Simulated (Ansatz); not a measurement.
## TiSe2: pressure against volume, fitted

```yaml
crystal:
  lattice:
    - [3.53600, 0.00000, 0.00000]
    - [-1.76800, 3.06227, 0.00000]
    - [0.00000, 0.00000, 6.00400]
  atoms:
    - { symbol: Ti, position: [0.00000, 0.00000, 0.00000] }
    - { symbol: Se, position: [0.33333, 0.66667, 0.25520] }
    - { symbol: Se, position: [0.66667, 0.33333, 0.74480] }
```

Atoms are numbered in the order listed.

The cell is COD entry 1548816, which may be a prediction rather than a measurement; nothing was relaxed.

Theory: DFT, PBE, all-electron LAPW, scalar-relativistic (Ansatz 0.2.0).

Settings: a Γ-centred 12×12×6 k mesh, Fermi–Dirac smearing of 0.03 eV, basis error target 1 meV/atom, no spin polarisation.

The cell is scaled evenly. Fractional coordinates are held (clamped ions).

| V (Å³/atom) | P (GPa) |
| --- | --- |
| 20.804 | 5.29 |
| 21.237 | 3.30 |
| 21.454 | 2.38 |
| 21.671 | 1.50 |
| 21.888 | 0.67 |
| 22.104 | -0.12 |
| 22.538 | -1.59 |
| 22.971 | -2.92 |

Problem. Fit a third-order Birch–Murnaghan curve to the pressures.

Solution. P = (3B0/2)(y^(7/2) − y^(5/2))[1 + (3/4)(B0′ − 4)(y − 1)] with y = (V0/V)^(2/3) fits within 0.01 GPa for V0 = 22.070 Å³/atom, B0 = 79.2 GPa and B0′ = 4.13.

Problem. Predict the pressure at the withheld volume, 20.371 Å³/atom.

Solution. There y = 1.0549, so the fit gives 7.49 GPa; the run gave 7.49 GPa.
